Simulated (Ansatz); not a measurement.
# MnAs (P6_3/mmc) in Ansatz: relaxation of cell and atoms with LDA

Aim: the relaxation of cell and atoms of MnAs with LDA.

Program: Ansatz 0.2.0. These are calculated values, not measurements. Logs are shortened: lines on timing, memory, paths and dates and some standing lists are left out, and cuts for length are marked.

### Step 1. The structure

The structure is hexagonal, space group P6_3/mmc (No. 194). Conventional cell: a = 3.710 Å, b = 3.710 Å, c = 5.691 Å, α = 90.00°, β = 90.00°, γ = 120.00°. As (site symmetry -6m2) is surrounded by 6 Mn at 2.57 Å. Mn (site symmetry -3m) is surrounded by 6 As at 2.57 Å and 2 Mn at 2.85 Å.

### Step 2. Relaxation of cell and atoms, LDA, collinear spin, ferromagnetic start

The input, input.yaml:

```yaml
crystal:
  lattice:
    - [3.71, 0.0, 0.0]
    - [-1.855, 3.212954248, 0.0]
    - [0.0, 0.0, 5.691]
  atoms:
    - { symbol: As, position: [0.6666666667, 0.3333333333, 0.75] }
    - { symbol: As, position: [0.3333333333, 0.6666666667, 0.25] }
    - { symbol: Mn, position: [0.0, 0.0, 0.5], spin: 4.0 }
    - { symbol: Mn, position: [0.0, 0.0, 0.0], spin: 4.0 }
hamiltonian:
  xc: lda
  pseudopotentials: { kind: paw }
magnetization:
  spin_polarized: true
kpoints:
  mp_grid: { grid: [8, 8, 5] }
scf:
  occupations: { method: fermi_dirac, width: 0.05 }
output:
  forces: true
  stress: true
relax:
  f_tol: 0.01
  max_steps: 40
  cell: { stress_tol: 0.05 }
```

Potentials or basis: Ansatz PAW.

Run with:

```
$ ansatz run input.yaml --threads 2 --pin off --max-ram 5632MiB --backend cpu --events-out ev --progress --plain --runs-dir out
```

The program printed:

```text
Warning: RAYON_NUM_THREADS=2 ignored (pool sized by the plan → 2); use --threads N
Engine: ansatz 0.2.0, x86_64-unknown-linux-gnu
Pseudopotentials: kind: paw
Pseudopotential: As, paw, valence charge 15, recommended cutoff 420 eV (normal), As.paw.azcp
Pseudopotential: Mn, paw, valence charge 15, recommended cutoff 420 eV (normal), Mn.paw.azcp
Functional definition: SPW92
  exchange = slater_x
  correlation = pw_c
Crystal: 4 atoms, lattice volume = 67.837 Å³
Basis set: ecut = 420 eV, 1339 PW (Γ)
Bands: 41, of which v1, the nominal top of the filled ones, is band 30 counted from 1 (29 counted from 0)
Symmetry: 24 space group operations
Space group: P63/mmc (ITA 194), of the structure as read, at distance tolerance 4.1e-5 Å
Magnetic group: BNS 194.263 (UNI 1493), of the structure as read, at distance tolerance 4.1e-5 Å
k-points: 30 of 320
Non-local potential: As, projectors of the file, l = 0: 2, l = 1: 2, l = 2: 3, l = 3: 1
Non-local potential: Mn, projectors of the file, l = 0: 3, l = 1: 2, l = 2: 3, l = 3: 1
PAW form: soft (Blöchl's): semilocal exchange-correlation on the pseudo side does not see the compensation charge
PAW frozen core: As, regenerated for the run's functional, and the local potential with it (the file was generated under x = pbe(κ = 0.804, μ = 0.2195149727645171), c = pbe(β = 0.06672455060314922))
PAW frozen core: Mn, regenerated for the run's functional, and the local potential with it (the file was generated under x = pbe(κ = 0.804, μ = 0.2195149727645171), c = pbe(β = 0.06672455060314922))
PAW one-centre angular grid: As, 590 points (default); XC on 64 Gauss nodes
PAW one-centre angular grid: Mn, 590 points (default); XC on 64 Gauss nodes
Initial density: superposition of atomic densities (chi_scale 0.1, normalization cell)
Starting moments: Σ|m| = 8 μB on 2 of 4 sites
Initial wavefunctions: pseudopotential atomic-orbital guess
Functional: x = slater, c = lda
iter 1 solved again at ethr=1.05e-3 eV; its pass at ethr=3.10e-3 eV (dr2=6.31e-1 eV) is discarded
SCF iter   1: F=—  HF=-17228.924414 eV  |F-HF|=—  |Δ(HF+E_count)|=         —  Δρ=2.56e-2 (↑2.56e-2 ↓1.82e-2)  dr2=6.35e-1  dr2_m=1.49e-1  M=7.019 μB ∫|m|=7.543 μB  β_m=0.30  ethr=1.05e-3  ⟨swp⟩=1.4  Hψ=11145  notcnv=0
Mixer restart at iter 1: flushing history
preconditioner: auto → Kerker (q_TF=auto, 2.673 Å⁻¹)  [metal: Δε(μ)=0.007 eV  Ē_g=8.505 eV  σ=0.050 eV  W_gap=0.04  n_scr=22 (ndim 8)  ℏωp=22.1 eV  f_vac=0.000  D(μ)=2.15/eV (n_scr^D=22)]
spin=Collinear: Kerker preconditioning applied to the charge; magnetization (m = ρ↑ − ρ↓) channel mixes plain (no charge-response kernel on spin).
SCF iter   2: F=—  HF=-17228.926774 eV  |F-HF|=—  |Δ(HF+E_count)|=   2.36e-3  Δρ=1.57e-2 (↑1.27e-2 ↓1.57e-2)  dr2=2.24e-1  dr2_m=7.53e-2  M=6.925 μB ∫|m|=7.490 μB  β_m=0.44  ethr=1.05e-3  ⟨swp⟩=2.0  Hψ=3151  notcnv=0
SCF iter   3: F=—  HF=-17229.469650 eV  |F-HF|=—  |Δ(HF+E_count)|=         —  Δρ=3.32e-2 (↑2.03e-2 ↓3.32e-2)  dr2=3.79e-1  dr2_m=4.12e-1  M=6.181 μB ∫|m|=6.796 μB  β_m=0.44  ethr=3.73e-4  ⟨swp⟩=2.0  Hψ=3227  notcnv=0  defer=34
Mixer restart at iter 3: flushing history
SCF iter   4: F=—  HF=-17229.842990 eV  |F-HF|=—  |Δ(HF+E_count)|=   3.73e-1  Δρ=2.31e-2 (↑1.55e-2 ↓2.31e-2)  dr2=2.24e-1  dr2_m=2.13e-1  M=6.061 μB ∫|m|=6.683 μB  β_m=0.67  ethr=3.73e-4  ⟨swp⟩=2.1  Hψ=3433  notcnv=0  defer=47
SCF iter   5: F=—  HF=-17229.997211 eV  |F-HF|=—  |Δ(HF+E_count)|=   1.54e-1  Δρ=3.18e-3 (↑2.67e-3 ↓3.18e-3)  dr2=4.42e-2  dr2_m=1.72e-4  M=5.825 μB ∫|m|=6.474 μB  β_m=0.68  ethr=3.73e-4  ⟨swp⟩=2.5  Hψ=3852  notcnv=0  defer=146
SCF iter   6: F=—  HF=-17229.978092 eV  |F-HF|=—  |Δ(HF+E_count)|=   1.91e-2  Δρ=3.47e-3 (↑3.47e-3 ↓2.50e-3)  dr2=1.27e-2  dr2_m=3.43e-4  M=5.792 μB ∫|m|=6.428 μB  β_m=0.69  ethr=7.37e-5  ⟨swp⟩=2.7  Hψ=4449  notcnv=0  defer=163
SCF iter   7: F=—  HF=-17229.989865 eV  |F-HF|=—  |Δ(HF+E_count)|=   1.18e-2  Δρ=2.66e-3 (↑1.46e-3 ↓2.66e-3)  dr2=7.95e-3  dr2_m=4.27e-4  M=5.838 μB ∫|m|=6.468 μB  β_m=0.84  ethr=2.11e-5  ⟨swp⟩=2.0  Hψ=3355  notcnv=0  defer=163
SCF iter   8: F=—  HF=-17229.994245 eV  |F-HF|=—  |Δ(HF+E_count)|=   4.38e-3  Δρ=4.50e-4 (↑4.50e-4 ↓4.16e-4)  dr2=5.33e-4  dr2_m=4.70e-5  M=5.890 μB ∫|m|=6.519 μB  β_m=0.92  ethr=1.32e-5  ⟨swp⟩=2.5  Hψ=4600  notcnv=0  defer=163
SCF iter   9: F=—  HF=-17229.994232 eV  |F-HF|=—  |Δ(HF+E_count)|=   1.25e-5  Δρ=6.02e-4 (↑6.02e-4 ↓2.92e-4)  dr2=5.17e-4  dr2_m=1.74e-5  M=5.900 μB ∫|m|=6.530 μB  β_m=0.92  ethr=8.89e-7  ⟨swp⟩=2.0  Hψ=4142  notcnv=0  defer=163
SCF iter  10: F=—  HF=-17229.994090 eV  |F-HF|=—  |Δ(HF+E_count)|=   1.42e-4  Δρ=5.38e-5 (↑4.43e-5 ↓5.38e-5)  dr2=8.67e-6  dr2_m=1.68e-7  M=5.895 μB ∫|m|=6.524 μB  β_m=0.96  ethr=8.62e-7  ⟨swp⟩=2.2  Hψ=3772  notcnv=0  defer=163
[... 93 lines left out ...]
SCF iter   5: F=—  HF=-17230.678206 eV  |F-HF|=—  |Δ(HF+E_count)|=   1.53e-6  Δρ=1.63e-5 (↑7.12e-6 ↓1.63e-5)  dr2=1.68e-7  dr2_m=4.99e-8  M=3.961 μB ∫|m|=4.330 μB  β_m=0.75  ethr=5.29e-10  ⟨swp⟩=2.0  Hψ=3150  notcnv=0
SCF iter   6: F=—  HF=-17230.678208 eV  |F-HF|=—  |Δ(HF+E_count)|=   1.61e-6  Δρ=1.34e-5 (↑1.34e-5 ↓1.04e-5)  dr2=2.60e-8  dr2_m=6.57e-8  M=3.962 μB ∫|m|=4.331 μB  β_m=0.86  ethr=2.80e-10  ⟨swp⟩=2.0  Hψ=4328  notcnv=0
SCF iter   7: F=—  HF=-17230.678208 eV  |F-HF|=—  |Δ(HF+E_count)|=   3.52e-7  Δρ=3.50e-6 (↑3.50e-6 ↓2.13e-6)  dr2=1.70e-8  dr2_m=2.86e-10  M=3.962 μB ∫|m|=4.332 μB  β_m=0.81  ethr=4.33e-11  ⟨swp⟩=3.0  Hψ=4792  notcnv=0
SCF iter   8: F=—  HF=-17230.678208 eV  |F-HF|=—  |Δ(HF+E_count)|=   1.54e-8  Δρ=4.34e-7 (↑4.34e-7 ↓2.96e-7)  dr2=2.69e-10  dr2_m=4.75e-12  M=3.962 μB ∫|m|=4.332 μB  β_m=0.81  ethr=2.83e-11  ⟨swp⟩=2.1  Hψ=4116  notcnv=0
SCF iter   9: F=—  HF=-17230.678208 eV  |F-HF|=—  |Δ(HF+E_count)|=  7.17e-10  Δρ=1.37e-7 (↑8.59e-8 ↓1.37e-7)  dr2=2.71e-11  dr2_m=5.99e-13  M=3.962 μB ∫|m|=4.332 μB  β_m=0.77  ethr=1.00e-12  ⟨swp⟩=2.0  Hψ=3352  notcnv=0
SCF iter  10: F=-17230.678208 eV  HF=-17230.678208 eV  |F-HF|=0.00e0  |Δ(HF+E_count)|=  4.00e-11  Δρ=3.60e-8 (↑2.57e-8 ↓3.60e-8)  dr2=2.08e-12  dr2_m=2.47e-14  M=3.962 μB ∫|m|=4.332 μB  ethr=1.00e-12  ⟨swp⟩=3.0  Hψ=8851  notcnv=0
SCF 7 converged in 10 iterations: F = -17230.678208 eV  dr2 = 2.08e-12
relax step   7: F+E_penalty+E_count = -17230.67820804 eV  Δ(F+E_penalty+E_count) = +2.247e-3 eV  max|allowed force component| = 1.793e-17 eV/Å  Δτ_max = 0.0000 Å  P = -0.025 GPa  Ω = 55.767 Å³  stress off target by 2.61e-2 GPa  SCF on the basis re-selected at this cell (its energy is not comparable with the rows above)  (10 SCF iters)
basis re-selected at this cell: Δ(F+E_penalty+E_count) = +2.247e-3 eV, ΔP = -0.020 GPa vs the last step (what re-selecting the basis moved, of the pressure what is left beyond the Pulay correction that the steps carried, after the strain that the cell walked since its last selection, with what the two solves' SCF thresholds leave and, on support functions, any second-order correction that the steps lacked; it is no measure of the basis error at this ecutwfc). The dense FFT grid was sized anew with the basis: this SCF ran on 24×24×36 points, the steps before it on 25×25×40, so part of this shift can come from that change (see relax.cell in the input reference). This SCF's stress stands 2.61e-2 GPa from its target on what of the cell is left free (relax.cell.stress_tol is 5.00e-2 GPa) and its largest allowed force component is 1.79e-17 eV/Å (relax.f_tol is 1.00e-2 eV/Å): within both
an SCF from antiferromagnetic starting moments (0.00, 0.00, -4.00, 4.00 Bohr magnetons, atom by atom) was not made, so that it is not known whether that order lies lower: the deck asks for what bars it, or types moments that do (magnetization.spin_polarized, in the input reference, names some of the keys), or the run goes by scf.lower_state_search: light, the default, which as a rule tries one only behind a close that has lost an order of both signs, or on which an open d or half-filled 4f shell of a PAW file has lost a moment that was set nearer to Hund's than to what is left; or, under a Hubbard U, one that names an f shell that the input leaves bare beside given moments, or a larger moment for a shell of low spin that is given one. standard, with a start from the atoms, tries one behind each close (in a relaxation, ahead of its steps or at their end). To set out from that order, type those moments (crystal.atoms[].spin; where shells were raised to Hund's moment, beside crystal.symmetry.detect: false) under scf.lower_state_search: light. The bands of the close that named these starting moments, or of the one ahead of a search that led to it (under cold or Methfessel-Paxton smearing those of the Gaussian ahead of it) read a cost of +8.70 meV for the turn to them, carried on from a small turn (+8.70 by the pairs of d shells alone)
SCF converged after 10 iterations
Magnetization: 3.9620 μB (31.9810 up, 28.0190 down)
Absolute magnetization: 4.3268 μB (∫|ρ↑−ρ↓|, with the PAW one-centre terms)
Spin contamination: 0.0752 ħ² per cell (⟨S²⟩ above its minimum at these occupations)
Per-site moments (μB) at R_I (Å): [(-0.05593288963867622, 0.9944738362346383), (-0.055932889638676736, 0.994473836234638), (1.9337561673650245, 0.9944738362346383), (1.9337561673650239, 0.994473836234638)]
Free energy (F): -17230.678208 eV
Harris-Foulkes:  -17230.678208 eV  (|F-HF|=0.00e0)
Internal energy: -17230.648483 eV  (E = F + TS)
E sigma→0 (E₀):  -17230.663345 eV
Entropy (-TS):   -0.029725 eV (-7.431 meV/atom)
Fermi energy:    16.387639 eV
--- Per-component energies (eV) ---
  E_band       = -730.638252
  E_kinetic    = 832.979186
  E_local      = -6416.841572  (includes V_loc(G=0)·N_el)
  E_nonlocal   = -834.601793
  E_hartree    = 3148.711477
  E_xc         = -389.480676
  E_vxc        = -457.383590  (∫ρ·V_xc dr)
  E_paw        = -5997.261848  (= ΣΔE_a)
  E_vpaw       = -152.213342  (= ΣTr[D̂ρ^β])
  E_aug_tail   = -0.000001  (compensation charges beyond the density's cutoff)
  E_ewald      = -7579.071622
  E_core_change = 4.918366  (= ΣΔE_core)
  E_smearing   = -0.029725  (= −TS)
  E_closure    = -0.000000  (closes the sum)
  Σ components = -17230.678208   (vs F -17230.678208, Δ=0.00e0)
--- Forces (eV/Å), atoms counted from 1 ---
  atom   1  As     0.00000000     0.00000000     0.00000000
  atom   2  As    -0.00000000     0.00000000    -0.00000000
  atom   3  Mn     0.00000000    -0.00000000    -0.00000000
  atom   4  Mn     0.00000000    -0.00000000     0.00000000
  max |Σ_I F_I| component: 2.31e-18 eV/Å
--- Stress (GPa, compression-positive) ---
       -0.026079       0.000000       0.000000
        0.000000      -0.026079      -0.000000
        0.000000      -0.000000      -0.023403
  P = ⅓ Tr σ = -0.0252 GPa (-0.252 kbar)
--- Relaxed structure (6 steps of the walk, 6 accepted, 1 SCFs on fresh bases) ---
  F+E_penalty+E_count = -17230.67820804 eV   max|allowed force component| = 1.793e-17 eV/Å   (the final SCF, on the basis selected at the relaxed cell)
  cell:  # Å, volume = 55.7669 Å³
    - [3.5049300355969524, 2.0468789070786666e-32, -2.306753689860409e-33]
    - [-1.7524650177984762, 3.0353584493140575, -7.977953631122752e-18]
    - [-2.8330180303121023e-33, -1.4131086411422524e-17, 5.241880520909487]
  atoms:
    - { symbol: As, position: [0.6666666666666666, 0.3333333333333333, 0.75] }
    - { symbol: As, position: [0.3333333333333333, 0.6666666666666667, 0.25] }
    - { symbol: Mn, position: [-1.925929944387236e-34, -3.851859888774472e-34, 0.5] }
    - { symbol: Mn, position: [-1.1636185932561462e-34, 2.125066484069458e-34, 3.4425535958012163e-37] }
```

It took 20 s on 2 threads of Intel Xeon 6975P-C (Granite Rapids), shared host; peak memory 0.5 GiB.

Results:

```
Free energy                            : -17230.6782 eV
Relaxed volume                         : 13.94 Å³/atom
Relaxed cell                           : a = 3.505 Å, b = 3.505 Å, c = 5.242 Å, α = 90.00°, β = 90.00°, γ = 120.00°
Space group after relaxing (to 0.05 Å) : P6_3/mmc (No. 194)
Energy gained by relaxing              : 171.0 meV/atom
Ionic steps                            : 7
Pressure after relaxing                : 0.0 GPa
Net moment                             : 3.96 μB per cell
Absolute moment                        : 4.33 μB per cell
Site moments                           : As -0.06; Mn +1.93 μB
```

The path:
```
step  energy change (eV)  largest force (eV/Å)  volume (Å³)
   1              0.0000                0.0000        67.84
   2             -0.5425                0.0000        60.55
   3             -0.6261                0.0000        53.04
   4             -0.6843                0.0000        56.24
   5             -0.6864                0.0000        55.72
   6             -0.6864                0.0000        55.77
   7             -0.6841                0.0000        55.77
```

Final structure:
```xyz
4
Lattice="3.5049 0.0000 0.0000 -1.7525 3.0354 0.0000 0.0000 0.0000 5.2419" Properties=species:S:1:pos:R:3 pbc="T T T"
As    1.7525    1.0118    3.9314
As    0.0000    2.0236    1.3105
Mn    0.0000    0.0000    2.6209
Mn    0.0000    0.0000    0.0000
```

Caveat: the volume moved by over 15 % at a fixed basis, so the end points are rough; the plane-wave basis is chosen anew once the cell has moved, so the energies of steps on either side of that aren't comparable; the volume moved by -18 % from the deposited cell, more than functionals usually miss; only a ferromagnetic start was run, and an antiferromagnetic order may lie lower in energy; the PAW data sets come from PBE, with cores solved anew for the run's functional, which leaves a small shift of forces and pressure.
